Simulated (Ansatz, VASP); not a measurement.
HfO2 in VASP and in Ansatz

```xyz
3
Lattice="0.0000 2.6214 2.6854 2.6214 0.0000 2.6854 2.6214 2.6214 0.0000" Properties=species:S:1:pos:R:3 pbc="T T T"
Hf    0.0000    0.0000    0.0000
O     1.3107    1.3107    1.3427
O     3.9322    3.9322    4.0281
```

Change from the starting cell: strain +0.025 along x and y, +0.050 along z, atoms carried along.

Alike in both runs: task single point; functional PBEsol; k mesh 8 × 8 × 8; occupations gaussian, width 0.05 eV; no spin polarisation.

```csv
,VASP,Ansatz
version,VASP 6.6.1,Ansatz 0.2.0
potentials or method,"VASP PAW PBE potentials, release 64 (Hf_pv, O)","scalar-relativistic, plane waves, PAW"
plane-wave cutoff (eV),520,420
valence electrons in the cell,22,38
```

Ansatz gave:

| Quantity | Value |
| --- | --- |
| gap on the k mesh at the Fermi level (eV) | 3.25 |
| least direct gap on the mesh (eV) | 3.25 |
| pressure (GPa) | -27.6 |
| largest component of the traceless stress (GPa) | 6.30 |

Task: Estimate VASP's values.

Result: gap on the k mesh at the Fermi level (eV): 3.24; least direct gap on the mesh (eV): 3.24; pressure (GPa): -30.1; largest component of the traceless stress (GPa): 6.39.

The two sets of potentials don't hold the same shells in valence.

Caveats: the cell as given lies far from equilibrium; so large a pressure means that the cell lies far from this level's equilibrium, or that cutoff or potentials fall short (VASP); the potentials were made for another functional, which shifts forces and pressure (VASP); spin-orbit coupling is left out, which moves the levels of the heavy elements. A k mesh can miss the band edges.
